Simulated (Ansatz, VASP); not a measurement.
# One calculation of AgBr2, two programs

```
CELL_PARAMETERS angstrom
0.00000 3.44103 3.44103
3.44103 0.00000 3.44103
3.44103 3.44103 0.00000
ATOMIC_POSITIONS crystal
Ag 0.00000 0.00000 0.00000
Br 0.25000 0.25000 0.25000
Br 0.75000 0.75000 0.75000
```

Change from the starting cell: ordered vacancies on the cation sites of caesium chloride (Fm-3m, No. 225).

Alike in both runs: functional PBE; k mesh 12 × 12 × 12; occupations gaussian, width 0.1 eV; no spin polarisation.

Ansatz relaxed the structure, and its values are those at the end. VASP's run is a single point on that final structure, the one shown.

```csv
,VASP,Ansatz
version,VASP 6.6.1,Ansatz 0.2.0
potentials or method,"VASP PAW PBE potentials, release 64 (Ag, Br)","scalar-relativistic, plane waves, PAW"
plane-wave cutoff (eV),520,420
valence electrons in the cell,25,33
```

```csv
,VASP,Ansatz,Ansatz less VASP
gap on the k mesh at the Fermi level (eV),none,none,-
pressure (GPa),0.0,0.0,+0.01
```

A gap of «none» marks a metal or a gap that the smearing closes. The functional is the same, so the differences come from potentials, cutoffs and numerics. The two sets of potentials don't hold the same shells in valence.

Caveats: an odd number of electrons without spin polarisation forces a metal; a magnetic or distorted state may lie lower.
